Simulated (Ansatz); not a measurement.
## NiSb (P6_3/mmc)

Method: DFT PBE, scalar-relativistic, plane waves, PAW (Ansatz).

Settings: cutoff 420 eV, Γ-centred mesh 12×12×8 on the computed 4-atom cell, Gaussian smearing of 0.10 eV; no spin polarisation.

The structure is relaxed at this level of theory with its symmetry kept. Whether it is the stable form of this composition wasn't checked.

```
Ni Sb
1.0
     3.97566    0.00000    0.00000
    -1.98783    3.44302    0.00000
     0.00000    0.00000    5.15685
Ni Sb
2 2
Direct
  0.00000 0.00000 0.00000
  0.00000 0.00000 0.50000
  0.33333 0.66667 0.25000
  0.66667 0.33333 0.75000
```

```json
{
 "Space group": "P6_3/mmc (No. 194)",
 "Volume per atom": "17.65 Å³",
 "Formation energy from the elements' standard states (uncorrected)": "-0.260 eV/atom",
 "Kohn–Sham band gap": "none (metal)",
 "Density of states at the Fermi level": "2.14 states/eV per cell",
 "Löwdin character within 0.5 eV of the Fermi level": "Ni 3d 51 %, Sb 5p 35 %, Sb 5s 8 %",
 "Bulk modulus": "113 GPa",
 "Its pressure derivative": "5.0",
 "Bader charges (e)": "Ni (2 in the cell) -0.22, Sb (2 in the cell) 0.22"
}
```

Spin-orbit coupling is left out, which matters for the bands of heavy elements.

A ferromagnetic start lost its moments in a first run, so spin was left out; other magnetic orders weren't tried.